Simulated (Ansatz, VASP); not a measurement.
## Al: VASP beside Ansatz

```
CELL_PARAMETERS angstrom
4.55071 0.00000 0.00000
-2.27535 3.94103 0.00000
0.00000 0.00000 2.75843
ATOMIC_POSITIONS crystal
Al 0.33333 0.66667 0.00000
Al 0.66667 0.33333 0.00000
```

The cell was built by a generator and needn't be a form met in nature.

Alike in both runs: task single point; functional PBE; k mesh 7 × 7 × 10; occupations fermi-dirac, width 0.05 eV; no spin polarisation.

|  | VASP | Ansatz |
| --- | --- | --- |
| version | VASP 6.6.1 | Ansatz 0.2.0 |
| potentials or method | VASP PAW PBE potentials, release 64 (Al) | Ansatz PAW |
| plane-wave cutoff (eV) | 520 | 420 |
| valence electrons in the cell | 6 | 6 |

|  | VASP | Ansatz | Ansatz less VASP |
| --- | --- | --- | --- |
| gap on the k mesh at the Fermi level (eV) | none | none | - |
| pressure (GPa) | -0.2 | -0.2 | +0.02 |
| largest component of the traceless stress (GPa) | 0.54 | 0.54 | +0.004 |

A gap of «none» marks a metal or a gap that the smearing closes.
